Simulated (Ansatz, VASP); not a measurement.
## SiC3: VASP beside Ansatz

The input INCAR:

```
SYSTEM = SiC3
  PREC = Accurate
  ENCUT = 520
  EDIFF = 1E-6
  ISMEAR = 0
  SIGMA = 0.1
  LREAL = .False.
  LASPH = .True.
  NELM = 80
  ALGO = Normal
  ISIF = 2
  LWAVE = .False.
  LCHARG = .True.
  GGA = PE
  LELF = .True.
  LVHAR = .True.
  NBANDS = 16
```

Contents of KPOINTS:

```
regular mesh
0
Gamma
  4 4 4
  0 0 0
```

POSCAR

```
SiC3
1.0
    3.7713073200      0.0000000000      0.0000000000
    0.0000000000      3.7713073200      0.0000000000
    0.0000000000      0.0000000000      3.7713073200
Si C
1 3
Direct
    0.0000000000      0.0000000000      0.0000000000
    0.5000000000      0.0000000000      0.5000000000
    0.0000000000      0.5000000000      0.5000000000
    0.5000000000      0.5000000000      0.0000000000
```

Input for Ansatz:

```yaml
crystal:
  lattice:
    - [3.77130732, 0.0, 0.0]
    - [0.0, 3.77130732, 0.0]
    - [0.0, 0.0, 3.77130732]
  atoms:
    - { symbol: Si, position: [0.0, 0.0, 0.0] }
    - { symbol: C, position: [0.5, 0.0, 0.5] }
    - { symbol: C, position: [0.0, 0.5, 0.5] }
    - { symbol: C, position: [0.5, 0.5, 0.0] }
basis:
  ecutwfc: 420
kpoints:
  mp_grid: { grid: [4, 4, 4] }
hamiltonian:
  xc: pbe
scf:
  occupations: { method: gaussian, width: 0.1 }
  lower_state_search: "off"
output:
  forces: true
  stress: true
  eigenvalues: true
```

Alike in both runs: task single point; functional PBE; k mesh 4 × 4 × 4; occupations gaussian, width 0.1 eV; no spin polarisation.

```csv
,VASP,Ansatz
version,VASP 6.6.1,Ansatz 0.2.0
potentials or method,"VASP PAW PBE potentials, release 64 (Si, C)","scalar-relativistic, plane waves, PAW"
plane-wave cutoff (eV),520,420
valence electrons in the cell,16,16
```

|  | VASP | Ansatz | Ansatz less VASP |
| --- | --- | --- | --- |
| gap on the k mesh at the Fermi level (eV) | none | none | - |
| pressure (GPa) | -26.1 | -26.1 | -0.03 |

A gap of «none» marks a metal or a gap that the smearing closes.

Caveats: the k mesh is coarse (spacing up to 0.42 Å⁻¹), so the values aren't converged; so large a pressure means that the cell lies far from this level's equilibrium, or that cutoff or potentials fall short (VASP).
